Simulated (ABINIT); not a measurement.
C:

```
C
1.0
     0.00000    1.78337    1.78337
     1.78337    0.00000    1.78337
     1.78337    1.78337    0.00000
C
2
Direct
  0.75000 0.75000 0.75000
  0.50000 0.50000 0.50000
```

This isn't the form of C at room conditions, which is graphite.

Base run:

```yaml
Program: ABINIT 10.8.3 (patched build)
Functional: OLYP
Potentials_or_basis: PseudoDojo NC SR PBE v0.4.1 standard
Cutoff: 1116 eV
k_mesh: 13 × 13 × 13
Occupations: fermi-dirac, width 0.05 eV
Spin: no spin polarisation
```

Its results: band gap on the k mesh 4.34 eV, indirect (least direct gap 5.64 eV); pressure -10.3 GPa.

**Question.** The run is repeated on the same cell with these changes: functional from OLYP to BP86. What comes out?

**Answer.** Band gap on the k mesh 4.25 eV, indirect (least direct gap 5.65 eV); pressure 5.4 GPa.

Caveats: the potentials were made for another functional, which shifts forces and pressure.
